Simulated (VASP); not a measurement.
# Settings for Cd: self-consistent run

Cd, P-3m1 (no. 164), 2 atoms in the cell. PBE; PAW potentials Cd (PBE set). VASP 6.6.1. The cell is changed on purpose: last atom moved by 0.04 Å along z, cell strained by +1.5% along z.

Wanted: energy within 10 meV/atom; forces within 0.05 eV/Å.

What the run is for: forces; Accuracy asked: screening.

POSCAR:
```
Cd
1.0
    2.9788700000      0.0000000000      0.0000000000
   -1.4894350000      2.5797770946      0.0000000000
    0.0000000000      0.0000000000      5.7019147500
Cd
2
Direct
    0.6666666700      0.3333333300      0.7500000000
    0.3333333300      0.6666666700      0.2571204200
```

The series start from Plane-wave cutoff (eV): 360; Smearing width (eV): 0.1; k-point mesh: 14 × 14 × 7; Precision mode (PREC): Accurate; Electronic threshold (eV): 1e-6; Bands in all (NBANDS): 22; Aspherical gradient terms in the spheres (LASPH): yes; Electronic algorithm: ALGO=Normal; Use of symmetry (ISYM): defaults; Density mixing: defaults. Each series keeps the choices made before it, and each single choice may use up half of a tolerance.

## Plane-wave cutoff (eV)

| Plane-wave cutoff (eV) | Energy less reference (meV/atom) | Forces, largest deviation (eV/Å) | SCF iterations | Time (s) |
|---|---|---|---|---|
| 220 | 219 | 0.011 | 11 | 7.2 |
| 280 | 2 | 0.001 | 11 | 8.6 |
| 320 | -1 | 0.000 | 11 | 13 |
| 360 | 1 | 0.000 | 11 | 15 |
| 410 | 0 | 0.000 | 11 | 17 |
| 480 | 0 | 0.000 | 11 | 23 |
| 580 | 0 | 0.000 | 11 | 26 |
| 720 (reference) | 0 | 0.000 | 11 | 42 |

## Smearing width (eV)

| Smearing width (eV) | Energy less reference (meV/atom) | Forces, largest deviation (eV/Å) | SCF iterations | Time (s) |
|---|---|---|---|---|
| 0.4 | -1 | 0.004 | 11 | 8.1 |
| 0.3 | -1 | 0.003 | 11 | 8.2 |
| 0.2 | 0 | 0.002 | 11 | 8.1 |
| 0.15 | 0 | 0.001 | 11 | 8.0 |
| 0.1 | 0 | 0.001 | 11 | 8.6 |
| 0.05 (reference) | 0 | 0.000 | 11 | 8.4 |

## k-point mesh

| k-point mesh | Energy less reference (meV/atom) | Forces, largest deviation (eV/Å) | SCF iterations | Time (s) |
|---|---|---|---|---|
| 5 × 5 × 2 | 90 | 0.051 | 11 | 1.6 |
| 6 × 6 × 3 | 1 | 0.030 | 11 | 1.9 |
| 7 × 7 × 4 | -27 | 0.008 | 11 | 2.5 |
| 9 × 9 × 4 | 13 | 0.013 | 11 | 3.2 |
| 12 × 12 × 6 | -3 | 0.007 | 11 | 6.0 |
| 14 × 14 × 7 | 4 | 0.005 | 11 | 8.1 |
| 17 × 17 × 8 | 2 | 0.003 | 11 | 13 |
| 20 × 20 × 9 (reference) | 0 | 0.000 | 11 | 19 |

## Precision mode (PREC)

| Precision mode (PREC) | Energy less reference (meV/atom) | Forces, largest deviation (eV/Å) | SCF iterations | Time (s) |
|---|---|---|---|---|
| SingleN | -13 | 0.011 | 11 | 4.0 |
| Normal | 1 | 0.001 | 11 | 4.1 |
| Single | -1 | 0.002 | 11 | 5.9 |
| Accurate (reference) | 0 | 0.000 | 11 | 6.0 |

## Electronic threshold (eV)

| Electronic threshold (eV) | Energy less reference (meV/atom) | Forces, largest deviation (eV/Å) | SCF iterations | Time (s) |
|---|---|---|---|---|
| 0.001 | 0 | 0.001 | 8 | 3.2 |
| 0.0001 | 0 | 0.000 | 9 | 3.4 |
| 1e-5 | 0 | 0.000 | 11 | 4.0 |
| 1e-6 | 0 | 0.000 | 11 | 4.1 |
| 1e-7 | 0 | 0.000 | 13 | 4.6 |
| 1e-8 (reference) | 0 | 0.000 | 13 | 4.7 |

## Bands in all (NBANDS)

| Bands in all (NBANDS) | Energy less reference (meV/atom) | Forces, largest deviation (eV/Å) | SCF iterations | Time (s) |
|---|---|---|---|---|
| 13 | 0 | 0.001 | 8 | 2.1 |
| 14 | 0 | 0.001 | 8 | 2.2 |
| 16 | 0 | 0.001 | 8 | 2.6 |
| 18 | 0 | 0.000 | 8 | 2.8 |
| 22 | 0 | 0.000 | 8 | 3.2 |
| 32 (reference) | 0 | 0.000 | 8 | 4.4 |

## Aspherical gradient terms in the spheres (LASPH)

| Aspherical gradient terms in the spheres (LASPH) | Energy less reference (meV/atom) | Forces, largest deviation (eV/Å) | SCF iterations | Time (s) |
|---|---|---|---|---|
| no | 0 | 0.000 | 8 | 1.9 |
| yes (reference) | 0 | 0.000 | 8 | 2.1 |

## Electronic algorithm

| Electronic algorithm | Energy less reference (meV/atom) | Forces, largest deviation (eV/Å) | SCF iterations | Time (s) |
|---|---|---|---|---|
| ALGO=Normal | 0 | 0.000 | 8 | 1.9 |
| ALGO=Fast | 0 | 0.001 | 9 | 2.0 |
| ALGO=VeryFast | 0 | 0.001 | 15 | 2.4 |
| ALGO=All ISEARCH=1 | 0 | 0.053 | 9 | 2.1 |
| ALGO=All ISEARCH=0 | 0 | 0.053 | 9 | 2.1 |
| ALGO=Damped TIME=0.4 | 1 | 0.019 | 12 | 2.5 |
| ALGO=Damped TIME=0.1 | 1 | 0.002 | 16 | 2.9 |

## Use of symmetry (ISYM)

| Use of symmetry (ISYM) | Energy less reference (meV/atom) | Forces, largest deviation (eV/Å) | SCF iterations | Time (s) |
|---|---|---|---|---|
| defaults | 0 | 0.000 | 8 | 1.9 |
| ISYM=1 | 0 | 0.000 | 8 | 1.9 |
| ISYM=0 | 0 | 0.000 | 8 | 6.4 |
| ISYM=-1 | 0 | 0.000 | 8 | 12 |

## Density mixing

| Density mixing | Energy less reference (meV/atom) | Forces, largest deviation (eV/Å) | SCF iterations | Time (s) |
|---|---|---|---|---|
| defaults | 0 | 0.000 | 8 | 1.9 |
| AMIX=0.2 | 0 | 0.001 | 9 | 2.0 |
| AMIX=0.8 | 0 | 0.001 | 8 | 1.9 |
| MIXPRE=2 | 0 | 0.000 | 8 | 1.9 |
| BMIX=0.5 | 0 | 0.000 | 8 | 1.9 |
| AMIX=0.4 AMIN=0.6 IMIX=2 | -1 | 0.001 | 12 | 2.5 |
| INIMIX=0 | 0 | 0.000 | 8 | 1.9 |

## Question

The rows run from the loosest to the tightest (no order: electronic algorithm, use of symmetry, density mixing). For each series: choose the loosest value from which every tighter one stays within half of the tolerance; where there is no order, keep the first row unless others stay within half of the tolerance and take at least 30 % less time, and then take the fastest.

## Answer

- Plane-wave cutoff (eV): 280
- Smearing width (eV): 0.4
- k-point mesh: 12 × 12 × 6
- Precision mode (PREC): Normal
- Electronic threshold (eV): 0.001
- Bands in all (NBANDS): 13
- Aspherical gradient terms in the spheres (LASPH): no
- Electronic algorithm: ALGO=Normal
- Use of symmetry (ISYM): defaults
- Density mixing: defaults

## All choices together

| Input | Energy less reference (meV/atom) | Forces, largest deviation (eV/Å) | Time (s) |
|---|---|---|---|
| the program's defaults (naive) | 25 | 0.030 | 0.9 |
| chosen settings | -1 | 0.010 | 1.9 |
| reference settings throughout | 0 | 0.000 | 186 |

The tolerance is met.

Values of the reference run: Forces: 0, 0, 0.07508, 0, 0, -0.07508 eV/Å.

## The input

INCAR:
```
SYSTEM = Cd
  GGA = PE
  ISMEAR = 1
  SIGMA = 0.4
  LWAVE = .FALSE.
  LCHARG = .FALSE.
  ISIF = 2
  PREC = Normal
  LASPH = .FALSE.
  LREAL = .FALSE.
  ALGO = Normal
  EDIFF = 0.001
  NELM = 120
  GGA_COMPAT = .FALSE.
  ENCUT = 280
  KPAR = 2
  NBANDS = 13
```

KPOINTS:
```
Automatic mesh
0
Gamma
  12 12 6
  0 0 0
```

Commands:
```
cat potpaw_PBE.64/Cd/POTCAR > POTCAR
mpirun -np 2 vasp_std > vasp.out
```

The chosen input took VASP 6.6.1 1.9 s on 2 cores (AMD EPYC 9R45 (Zen 5)), a shared host.

## An input that fails: mixing far too strong

VASP's message: ERROR FEXCP: supplied Exchange-correletion table is too small, maximal index : 4738.

Changes against the starting input:
```
- NELM = 120
+ NELM = 59
+ IMIX = 1
+ AMIX = 2.0
+ BMIX = 0.0001
```
